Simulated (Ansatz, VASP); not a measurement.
# One calculation of SnSe, two programs

```
Sn Se
1.0
     0.00000    2.88771    2.94665
     2.94665    0.00000    2.94665
     2.94665    2.88771    0.00000
Sn Se
1 1
Cartesian
  0.0000 0.0000 0.0000
  2.9466 2.8877 2.9466
```

Change from the starting cell: strain -0.0200 x Voigt [0, 1, 0, 0, 0, 0], atoms carried along.

Alike in both runs: task single point; functional LDA; k mesh 8 × 8 × 8; occupations gaussian, width 0.05 eV; no spin polarisation.

|  | VASP | Ansatz |
| --- | --- | --- |
| version | VASP 6.6.1 | Ansatz 0.2.0 |
| potentials or method | VASP PAW LDA potentials, release 64 (Sn_d, Se) | scalar-relativistic, plane waves, PAW |
| plane-wave cutoff (eV) | 520 | 420 |
| valence electrons in the cell | 20 | 30 |

VASP gave:

| Quantity | Value |
| --- | --- |
| gap on the k mesh at the Fermi level (eV) | 0.71 |
| least direct gap on the mesh (eV) | 0.87 |
| pressure (GPa) | 1.5 |
| largest component of the traceless stress (GPa) | 2.21 |

Which values does Ansatz return?

gap on the k mesh at the Fermi level (eV): 0.72; least direct gap on the mesh (eV): 0.88; pressure (GPa): 1.3; largest component of the traceless stress (GPa): 2.19.

The two sets of potentials don't hold the same shells in valence.

Caveats: spin-orbit coupling is left out, which moves the levels of the heavy elements. A k mesh can miss the band edges.
